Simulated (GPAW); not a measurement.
# Co (P-3m1) in GPAW: a series of runs

The runs below take Co through single point, with PBEsol.

Everything below comes from runs of GPAW 26.7.0. Logs are shortened: lines on timing, memory, paths and dates and some standing lists are left out, and cuts for length are marked. The log counts tension as positive stress, the text compression.

## 1. Starting point

The structure is trigonal, space group P-3m1 (No. 164). Conventional cell: a = 2.487 Å, b = 2.487 Å, c = 4.063 Å, α = 90.00°, β = 90.00°, γ = 120.00°. Co (site symmetry 3m) is surrounded by 12 Co at 2.42 to 2.55 Å.

## 2. Single point, PBEsol

The input, run.py:

```python
from ase import Atoms
from ase.dft.bandgap import bandgap
from ase.io import write
from ase.units import GPa
from gpaw import GPAW, PW, setup_paths

setup_paths.insert(0, '.')

atoms = Atoms(['Co', 'Co'],
              cell=[[2.4873648738, 0.0, 0.0],
                    [-1.2436824369, 2.1541211692, 0.0],
                    [0.0, 0.0, 4.0632895034]],
              scaled_positions=[[0.3333333333, 0.6666666667, 0.740139],
                                [0.6666666667, 0.3333333333, 0.259861]],
              pbc=True)

calc = GPAW(mode=PW(600),
            xc='PBEsol',
            kpts={'size': (12, 12, 7), 'gamma': True},
            occupations={'name': 'fermi-dirac', 'width': 0.05},
            nbands=21,
            convergence={'density': 1e-05, 'energy': 1e-05},
            maxiter=150,
            txt='gpaw.txt')
atoms.calc = calc
energy = atoms.get_potential_energy()
forces = atoms.get_forces()
stress = atoms.get_stress()
calc.write('gs.gpw')
write('result.traj', atoms)
print(f'Energy: {energy:.6f} eV')
print('Forces (eV/A):')
print(forces.round(4))
print('Stress (GPa):', (stress / GPa).round(3))
print('Fermi level:', round(calc.get_fermi_level(), 4), 'eV')
print(f'Gap: {bandgap(calc)[0]:.4f} eV, direct: {bandgap(calc, direct=True)[0]:.4f} eV')
```

Potentials or basis: PAW data sets generated in the run's folder for this functional, pw.

Started as:

```bash
gpaw-setup -f PBEsol Co
OMP_NUM_THREADS=1 python run.py
```

gpaw.txt:

```text
__  _  _
 | _ |_)|_||  |
 |__||  | ||/\| - 26.7.0

Input parameters:
  mode=PW(ecut=600.0),
  convergence={'density': 1e-05, 'energy': 1e-05},
  kpts=MonkhorstPack(size=(12, 12, 7), gamma=True),
  maxiter=150,
  nbands=21,
  occupations=Occupations(name='fermi-dirac', width=0.05),
  xc=XC(name='PBEsol')

Diagonalizing LCAO Hamiltonian
Converting LCAO to pw mode

        Co

          Co

Atoms  # Å, Bohr magnetons
|   | symbol |         x |        y |        z |    initial magnetic moments |
|---|--------|-----------|----------|----------|-----------------------------|
| 0 |     Co | -0.000000 | 1.436081 | 3.007399 | ( 0.0000,  0.0000,  0.0000) |
| 1 |     Co |  1.243682 | 0.718040 | 1.055890 | ( 0.0000,  0.0000,  0.0000) |

Unit cell  # Å
| periodic |         x |        y |        z |  lengths |     angles |
|----------|-----------|----------|----------|----------|------------|
|      yes |  2.487365 | 0.000000 | 0.000000 | 2.487365 |  90.000000 |
|      yes | -1.243682 | 2.154121 | 0.000000 | 2.487365 |  90.000000 |
|      yes |  0.000000 | 0.000000 | 4.063290 | 4.063290 | 120.000000 |

Number of symmetries: 12
Symmetry operations  # r_c * U_cc + t_c -> r_c
|    | kind |            matrix            |
|----|------|------------------------------|
|  0 |  σ   |  1, 1, 0,  0,-1, 0,  0, 0, 1 |
|  1 |  S6  |  1, 1, 0, -1, 0, 0,  0, 0,-1 |
|  2 |  E   |  1, 0, 0,  0, 1, 0,  0, 0, 1 |
|  3 |  C2  |  1, 0, 0, -1,-1, 0,  0, 0,-1 |
|  4 |  C2  |  0, 1, 0,  1, 0, 0,  0, 0,-1 |
|  5 |  C3  |  0, 1, 0, -1,-1, 0,  0, 0, 1 |
|  6 |  S6  |  0,-1, 0,  1, 1, 0,  0, 0,-1 |
|  7 |  σ   |  0,-1, 0, -1, 0, 0,  0, 0, 1 |
|  8 |  σ   | -1, 0, 0,  1, 1, 0,  0, 0, 1 |
|  9 |  i   | -1, 0, 0,  0,-1, 0,  0, 0,-1 |
| 10 |  C3  | -1,-1, 0,  1, 0, 0,  0, 0, 1 |
| 11 |  C2  | -1,-1, 0,  0, 1, 0,  0, 0,-1 |

BZ-sampling:
  Number of BZ points: 1008
  Number of IBZ points: 112

  Monkhorst-Pack size: [12, 12, 7]
  Monkhorst-Pack shift: [0.041666666666666664, 0.041666666666666664, 0.0]

K-points  # in reciprocal-cell coordinates
|     |                                coordinates |     weight |
|-----|--------------------------------------------|------------|
|   0 | ( -0.00000000,  -0.00000000,   0.00000000) | 0.00099206 |
|   1 | ( -0.00000000,  -0.00000000,   0.14285714) | 0.00198413 |
|   2 | ( -0.00000000,  -0.00000000,   0.28571429) | 0.00198413 |
|   3 | ( -0.00000000,  -0.00000000,   0.42857143) | 0.00198413 |
|   4 | (  0.08333333,  -0.00000000,  -0.42857143) | 0.00595238 |
|   5 | (  0.08333333,  -0.00000000,  -0.28571429) | 0.00595238 |
|   6 | (  0.08333333,  -0.00000000,  -0.14285714) | 0.00595238 |
|   7 | (  0.08333333,  -0.00000000,   0.00000000) | 0.00595238 |
|   8 | (  0.08333333,  -0.00000000,   0.14285714) | 0.00595238 |
|   9 | (  0.08333333,  -0.00000000,   0.28571429) | 0.00595238 |
| ... |                                            |            |
| 111 | (  0.50000000,   0.50000000,   0.42857143) | 0.00595238 |

Plane wave coefficients: 756
Cutoff: 600.0 eV

Spin-components: 1 (collinear spins)
Bands:           21
Projectors:      12
Spin-degeneracy: 2
Datatype:        complex128

Parallelization:
  kpt:    1
  domain: 1
  band:   1

Density:
  Valence electrons: 18.0
  Components: 1
  Grid points: [15 15 24]
  Charge: 0.0  # |e|

Potential:
  Grid points: [15 15 24]

species:
  Co:
    name:    Cobalt
    Z:       27.0
    valence: 9
    core:    18
    charge:  0.0  # [|e|]
    compensation charges:
      type: gauss
      rc: 0.32  # [Å]
      lmax: 2
    cutoffs:
      filter: 1.87  # [Å]
      core: 2.55  # [Å]
    projectors
    | kind |    occ | energy [eV] | rcut [Å] |
    |------|--------|-------------|----------|
    |   4s |  2.000 |      -5.488 |    1.005 |
    |   4p |  0.000 |      -1.248 |    1.058 |
    |   3d |  7.000 |      -8.230 |    1.005 |
    |    s |        |      21.723 |    1.005 |
    |    p |        |      25.963 |    1.058 |
    |    d |        |      18.981 |    1.005 |

    Using partial waves for Co as LCAO basis

Reference energy: -75737.720984  # eV

eigensolver:
  PPCG
  Converge bands: occupied
  niter=2

density mixing:
  MSR1-Mixer
  Pratt-step length: 0.05
  Maximum mixing coefficient: 0.75
  Old densities: 10
  SVD Regularization: 0.005
  Good broyden scale: 1.0
  Trust region scale: 1.0
  Backstep threshold: 4.0
  History deletion threshold: 6.0
  Fourier metric: weight=20.0, sigma=0.015

occupation numbers:
  Fermi-Dirac:
    width: 0.0500  # eV

poisson solver:
  ecut: 4800.0  # eV

xc functional:
  name: PBEsol with 2 nearest neighbor stencil

convergence criteria:
- Maximum integral of absolute [dens]ity change: 1e-05 electrons / valence electron
- Maximum [total energy] change in last 3 cyles: 1e-05 eV / valence electron
- Maximum integral of absolute [eigenst]ate change: 4e-08 eV^2 / valence electron
maximum number of iterations: 150

SCF iterations
|iter     | |      energy | eigst |  dens |
|---------|-|-------------|-------|-------|
|iter:   1| |  -17.488523 | +0.29 |       |
|iter:   2| |  -17.454846 | -2.12 | -1.45 |
|iter:   3| |  -17.403082 | -2.34 | -1.54 |
|iter:   4| |  -17.414621 | -3.34 | -2.05 |
|iter:   5| |  -17.428258 | -3.25 | -2.17 |
|iter:   6| |  -17.429216 | -4.37 | -2.79 |
|iter:   7| |  -17.429223 | -5.60 | -3.33 |
|iter:   8| |  -17.429229c| -6.21 | -3.70 |
|iter:   9| |  -17.429229c| -8.36c| -4.87 |
|iter:  10| |  -17.429229c| -8.32c| -5.20c|

Converged in 10 steps
Energy contributions relative to reference atoms: (reference = -75737.720984)

Energy contributions:
  Kinetic:           6.011690
  Coulomb:          -4.775497
  Zero:             -0.084016
  External:          0.000000
  Xc:              -18.557450
  Entropy:          -0.047911
  Spinorbit:         0.000000
  ----------------------------
  Free energy:     -17.453184
  Extrapolated:    -17.429229

dipole moment: (-0.000001, -0.000002, -0.000003)  # |e|*Ang

Fermi level: 10.345
Eigenvalues  # (at kpt = [-0.000, -0.000, 0.000])
| band index |      eig [eV] | occ [0-2] |
|------------|---------------|-----------|
|          0 |         1.358 |     2.000 |
|        ... |               |           |
|          2 |         8.465 |     2.000 |
|          3 |         8.550 |     2.000 |
|          4 |         8.550 |     2.000 |
|          5 |         8.850 |     2.000 |
|          6 |         8.850 |     2.000 |
|          7 |         9.338 |     2.000 |
|          8 |         9.338 |     2.000 |
|          9 |        10.078 |     1.990 |
|         10 |        10.449 |     0.221 |
|         11 |        10.449 |     0.221 |
|         12 |        16.943 |     0.000 |
|         13 |        32.489 |     0.000 |
|         14 |        35.136 |     0.000 |
|         15 |        35.136 |     0.000 |
|         16 |        35.525 |     0.000 |
|         17 |        35.798 |     0.000 |
|        ... |               |           |
|         20 |        40.770 |     0.000 |

No gap
No difference between direct/indirect transitions

Forces  # eV/Ang
|        x |       y |        z |
|----------|---------|----------|
| -0.00000 | 0.00000 |  0.57302 |  # Co   0
|  0.00000 | 0.00000 | -0.57302 |  # Co   1

Stress tensor  # eV/Ang^3
|        x |        y |        z |
|----------|----------|----------|
| 0.123494 | 0.000000 | 0.000000 |
| 0.000000 | 0.123494 | 0.000000 |
| 0.000000 | 0.000000 | 0.138323 |

# Writing to gs.gpw (mode='')
```

Wall time 55 s (1 thread of Arm Neoverse N1, shared host); peak memory 0.16 GiB.

What came out:

```
Free energy            : -17.4532 eV
Pressure               : -20.6 GPa
Largest force          : 0.573 eV/Å
Band gap on the k mesh : none (metal or under the smearing width)
```

Forces in eV/Å, atoms in the order of the input:
```
Co   0.000  0.000  0.573
Co   0.000  0.000 -0.573
```

Caveat: the run has no spin polarisation, though such a crystal can be magnetic. Spin polarisation is off, so any magnetic state and its effect on volume and gap are missing.

## 3. Single point, PBEsol, collinear spin, ferromagnetic start

run.py: that of step 2 with these lines changed.

```diff
@@ -15,2 +15,3 @@
               pbc=True)
+atoms.set_initial_magnetic_moments([2.0, 2.0])
 
@@ -34,2 +35,3 @@
 print('Stress (GPa):', (stress / GPa).round(3))
+print('Moments:', calc.get_magnetic_moments().round(3))
 print('Fermi level:', round(calc.get_fermi_level(), 4), 'eV')
```

Potentials or basis: PAW data sets generated in the run's folder for this functional, pw.

Started as:

```bash
gpaw-setup -f PBEsol Co
OMP_NUM_THREADS=1 python run.py
```

Run time: 2 min. Hardware: 1 thread of Arm Neoverse N1, shared host; peak memory 0.2 GiB.

It converged, with:

- Free energy: -17.8913 eV
- Pressure: -9.0 GPa
- Largest force: 0.480 eV/Å
- Band gap on the k mesh: none (metal or under the smearing width)
- Net moment: 3.26 μB per cell
- Site moments: Co +1.70 μB

Forces on the atoms (eV/Å):
```
Co   0.000  0.000  0.480
Co   0.000  0.000 -0.480
```

Stress tensor (GPa, compression positive):
```
 -8.05   0.00   0.00
  0.00  -8.05   0.00
  0.00   0.00 -10.93
```

Levels at points of the mesh, in eV from the Fermi level:
Spin up:
```tsv
k point	band 7	band 8	band 9	band 10	band 11	band 12	band 13	band 14	band 15	band 16
(0.00, 0.00, 0.00)	-2.32	-1.90	-1.90	-0.82	-0.82	-0.36	6.06	22.16	24.53	24.53
(0.50, 0.50, 0.00)	-2.23	-0.67	-0.65	-0.49	1.24	3.25	9.31	10.28	12.43	13.79
```
Spin down:
| k point | band 5 | band 6 | band 7 | band 8 | band 9 | band 10 |
| --- | --- | --- | --- | --- | --- | --- |
| (0.00, 0.00, 0.00) | -0.97 | -0.65 | -0.65 | -0.32 | -0.10 | -0.10 |
| (0.50, 0.50, 0.00) | -1.10 | -1.08 | -0.66 | 1.22 | 1.31 | 1.39 |

## 4. Single point, PBEsol, collinear spin, antiferromagnetic start

run.py: that of step 3 with these lines changed.

```diff
@@ -15,3 +15,3 @@
               pbc=True)
-atoms.set_initial_magnetic_moments([2.0, 2.0])
+atoms.set_initial_magnetic_moments([2.0, -2.0])
```

Started as:

```bash
gpaw-setup -f PBEsol Co
OMP_NUM_THREADS=1 python run.py
```

Run time: 8.9 min. Hardware: 1 thread of Arm Neoverse N1, shared host; peak memory 0.2 GiB.

The run converged. Its results:

| Quantity | Value |
| --- | --- |
| Free energy | -17.4584 eV |
| Pressure | -16.2 GPa |
| Largest force | 0.576 eV/Å |
| Band gap on the k mesh | none (metal or under the smearing width) |
| Net moment | 0.00 μB per cell |
| Site moments | Co +0.90, -0.90 μB |

Forces in eV/Å, atoms in the order of the input:
```
Co   0.000  0.000  0.576
Co   0.000  0.000 -0.576
```

Stress tensor (GPa, compression positive):
```
-15.94   0.00   0.00
  0.00 -15.94   0.00
  0.00   0.00 -16.73
```

Levels at points of the mesh, in eV from the Fermi level:
Spin up:
```tsv
k point	band 6	band 7	band 8	band 9	band 10	band 11	band 12	band 13
(0.00, 0.00, 0.00)	-1.37	-1.37	-1.07	-1.07	-0.35	0.22	0.22	6.56
(0.50, 0.50, 0.00)	-1.81	-1.43	-0.19	0.36	0.85	1.78	3.76	9.52
```
Spin down:
```csv
k point,band 7,band 8,band 9,band 10,band 11,band 12
"(0.00, 0.00, 0.00)",-1.37,-1.07,-1.07,-0.35,0.22,0.22
"(0.50, 0.50, 0.00)",-1.43,-0.19,0.36,0.85,1.78,3.76
```

## 5. Single point, PBEsol, collinear spin, ferromagnetic start

run.py: that of step 4 with these lines changed.

```diff
@@ -15,3 +15,3 @@
               pbc=True)
-atoms.set_initial_magnetic_moments([2.0, -2.0])
+atoms.set_initial_magnetic_moments([3.5, 3.5])
```

Started as:

```bash
gpaw-setup -f PBEsol Co
OMP_NUM_THREADS=1 python run.py
```

Wall time 2 min (1 thread of Arm Neoverse N1, shared host); peak memory 0.2 GiB.

It converged, with:

- Free energy: -17.8913 eV
- Pressure: -9.0 GPa
- Largest force: 0.480 eV/Å
- Band gap on the k mesh: none (metal or under the smearing width)
- Net moment: 3.26 μB per cell
- Site moments: Co +1.70 μB

Forces on the atoms (eV/Å):
```
Co   0.000  0.000  0.480
Co   0.000  0.000 -0.480
```

Stress tensor (GPa, compression positive):
```
 -8.05   0.00   0.00
  0.00  -8.05   0.00
  0.00   0.00 -10.93
```

Levels at points of the mesh, in eV from the Fermi level:
Spin up:
```
           k point  band 9  band 10  band 11  band 12  band 13  band 14
(0.00, 0.00, 0.00)   -1.90    -0.82    -0.82    -0.36     6.06    22.16
(0.50, 0.50, 0.00)   -0.65    -0.49     1.24     3.25     9.31    10.28
```
Spin down:
```
           k point  band 4  band 5  band 6  band 7  band 8  band 9  band 10  band 11
(0.00, 0.00, 0.00)   -0.97   -0.97   -0.65   -0.65   -0.32   -0.10    -0.10     1.07
(0.50, 0.50, 0.00)   -1.89   -1.10   -1.08   -0.66    1.22    1.31     1.39     2.54
```

## 6. Single point, PBEsol, collinear spin, antiferromagnetic start

run.py: that of step 5 with these lines changed.

```diff
@@ -15,3 +15,3 @@
               pbc=True)
-atoms.set_initial_magnetic_moments([3.5, 3.5])
+atoms.set_initial_magnetic_moments([3.5, -3.5])
```

Potentials or basis: PAW data sets generated in the run's folder for this functional, pw.

Started as:

```bash
gpaw-setup -f PBEsol Co
OMP_NUM_THREADS=1 python run.py
```

gpaw.txt:

```text
__  _  _
 | _ |_)|_||  |
 |__||  | ||/\| - 26.7.0

Input parameters:
  mode=PW(ecut=600.0),
  convergence={'density': 1e-05, 'energy': 1e-05},
  kpts=MonkhorstPack(size=(12, 12, 7), gamma=True),
  maxiter=150,
  nbands=21,
  occupations=Occupations(name='fermi-dirac', width=0.05),
  xc=XC(name='PBEsol')

Diagonalizing LCAO Hamiltonian
Converting LCAO to pw mode

        Co

          Co

Atoms  # Å, Bohr magnetons
|   | symbol |         x |        y |        z |    initial magnetic moments |
|---|--------|-----------|----------|----------|-----------------------------|
| 0 |     Co | -0.000000 | 1.436081 | 3.007399 | ( 0.0000,  0.0000,  3.5000) |
| 1 |     Co |  1.243682 | 0.718040 | 1.055890 | ( 0.0000,  0.0000, -3.5000) |

Unit cell  # Å
| periodic |         x |        y |        z |  lengths |     angles |
|----------|-----------|----------|----------|----------|------------|
|      yes |  2.487365 | 0.000000 | 0.000000 | 2.487365 |  90.000000 |
|      yes | -1.243682 | 2.154121 | 0.000000 | 2.487365 |  90.000000 |
|      yes |  0.000000 | 0.000000 | 4.063290 | 4.063290 | 120.000000 |

Number of symmetries: 6
Symmetry operations  # r_c * U_cc + t_c -> r_c
|   | kind |            matrix            |
|---|------|------------------------------|
| 0 |  σ   |  1, 1, 0,  0,-1, 0,  0, 0, 1 |
| 1 |  E   |  1, 0, 0,  0, 1, 0,  0, 0, 1 |
| 2 |  C3  |  0, 1, 0, -1,-1, 0,  0, 0, 1 |
| 3 |  σ   |  0,-1, 0, -1, 0, 0,  0, 0, 1 |
| 4 |  σ   | -1, 0, 0,  1, 1, 0,  0, 0, 1 |
| 5 |  C3  | -1,-1, 0,  1, 0, 0,  0, 0, 1 |

BZ-sampling:
  Number of BZ points: 1008
  Number of IBZ points: 112
[... 129 lines left out ...]
|iter:  23| |  -17.436098c| -7.71c| -4.55 |  +0.0002|
|iter:  24| |  -17.436098c| -8.20c| -5.21c|  -0.0000|

Converged in 24 steps
Energy contributions relative to reference atoms: (reference = -75737.720984)

Energy contributions:
  Kinetic:           9.129182
  Coulomb:          -7.277308
  Zero:             -0.088841
  External:          0.000000
  Xc:              -19.176793
  Entropy:          -0.044676
  Spinorbit:         0.000000
  ----------------------------
  Free energy:     -17.458436
  Extrapolated:    -17.436098

dipole moment: (-0.000001, -0.000002, -0.000003)  # |e|*Ang

Total magnetic moment: (0.000000, 0.000000, -0.000004)

Local magnetic moments
|        x |        y |         z |
|----------|----------|-----------|
| 0.000000 | 0.000000 |  0.896289 |  # Co   0
| 0.000000 | 0.000000 | -0.896294 |  # Co   1

Fermi level: 10.415
Eigenvalues  # (at kpt = [-0.000, -0.000, 0.000])
| band index |      eig [eV] | occ [0-1] |      eig [eV] | occ [0-1] |
|------------|---------------|-----------|---------------|-----------|
|          0 |         1.360 |     1.000 |         1.360 |     1.000 |
|        ... |               |           |               |           |
|          2 |         8.293 |     1.000 |         8.293 |     1.000 |
|          3 |         8.293 |     1.000 |         8.293 |     1.000 |
|          4 |         8.491 |     1.000 |         8.491 |     1.000 |
|          5 |         9.046 |     1.000 |         9.046 |     1.000 |
|          6 |         9.046 |     1.000 |         9.046 |     1.000 |
|          7 |         9.341 |     1.000 |         9.341 |     1.000 |
[... 8 lines left out ...]
|         16 |        35.529 |     0.000 |        35.529 |     0.000 |
|         17 |        35.800 |     0.000 |        35.800 |     0.000 |
|        ... |               |           |               |           |
|         20 |        40.781 |     0.000 |        40.781 |     0.000 |

No gap
No difference between direct/indirect transitions

Forces  # eV/Ang
|        x |       y |        z |
|----------|---------|----------|
| -0.00000 | 0.00000 |  0.57592 |  # Co   0
|  0.00000 | 0.00000 | -0.57590 |  # Co   1

Stress tensor  # eV/Ang^3
|        x |         y |        z |
|----------|-----------|----------|
| 0.099474 | -0.000000 | 0.000000 |
| 0.000000 |  0.099474 | 0.000000 |
| 0.000000 |  0.000000 | 0.104448 |

# Writing to gs.gpw (mode='')
```

It took 3.7 min on 1 thread of Arm Neoverse N1, shared host; peak memory 0.2 GiB.

Results:

| Property | Result |
| --- | --- |
| Free energy | -17.4584 eV |
| Pressure | -16.2 GPa |
| Largest force | 0.576 eV/Å |
| Band gap on the k mesh | none (metal or under the smearing width) |
| Net moment | 0.00 μB per cell |
| Site moments | Co +0.90, -0.90 μB |

Forces in eV/Å, atoms in the order of the input:
```
Co   0.000  0.000  0.576
Co   0.000  0.000 -0.576
```

## 7. Summary

```csv
spin,gap on the mesh (eV),pressure (GPa),moment (μB),largest force (eV/Å)
off,none,-20.6,-,0.57
"collinear, ferromagnetic start",none,-9.0,3.26,0.48
"collinear, antiferromagnetic start",none,-16.2,0.00,0.58
```

Alike in all rows: task single point; level PBEsol; potentials or basis PAW data sets generated in the run's folder for this functional, pw; cell as given; k mesh 12 × 12 × 7; cutoff (eV) 600; smearing fermi-dirac 0.05 eV.

Every run on the cell as given and a fine mesh finds a metal.

Total energies depend on the potentials used, so only differences within one code and one set of settings carry meaning.
